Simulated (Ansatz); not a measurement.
# LuAlP2: the cost of one run

The runs shown are made with Ansatz 0.2.0. PAW datasets, plane waves, zero pressure. The calculation is spin-unpolarised, and the structure need not be a phase that has been made.

## (1) The structure to begin with

Space group R-3m (No. 166), trigonal; a = 3.847 Å, c = 18.848 Å in the conventional setting, 20.13 Å³ an atom. Around Al lie 6 P at 2.72 Å; around Lu lie 6 P at 2.72 Å; around P lie 3 Al at 2.72 Å and 3 Lu at 2.72 Å.

Coordinates:

Space group R-3m:H (No. 166). a = 3.847 Å, b = 3.847 Å, c = 18.848 Å, α = 90.00°, β = 90.00°, γ = 120.00°
```csv
atom,site,symmetry,x,y,z
Al,3a,-3m,0.0000,0.0000,0.0000
Lu,3b,-3m,0.6667,0.3333,0.8333
P,6c,3m,0.3333,0.6667,0.9167
```

## (2) Relaxation with PBE

Input file input.yaml:

```yaml
crystal:
  lattice:
    - [1.9236663205, 1.110629268, 6.2826678943]
    - [-1.9236663205, 1.110629268, 6.2826678943]
    - [0.0, -2.221258536, 6.2826678943]
  atoms:
    - { symbol: Al, position: [1.0, 0.0, 0.0] }
    - { symbol: Lu, position: [0.5, 0.5, 0.5] }
    - { symbol: P, position: [0.25, 0.25, 0.25] }
    - { symbol: P, position: [0.75, 0.75, 0.75] }
kpoints:
  mp_grid: { grid: [8, 8, 8] }
hamiltonian:
  xc: pbe
scf:
  occupations: { method: fermi_dirac, width: 0.02 }
relax:
  f_tol: 0.005
  cell: {}
output:
  write_density: true
  write_potential: true
  elf: true
  volumetric_format: npy
```

Started as:

```sh
> ansatz run input.yaml --threads 2 --pin off --max-ram 2211MiB --backend cpu --events-out ev --progress --plain --runs-dir out
```

Q: Estimate wall time and peak memory on 2 threads of Arm Neoverse V1, shared host.

About 29 s, with a peak of 0.45 GiB.
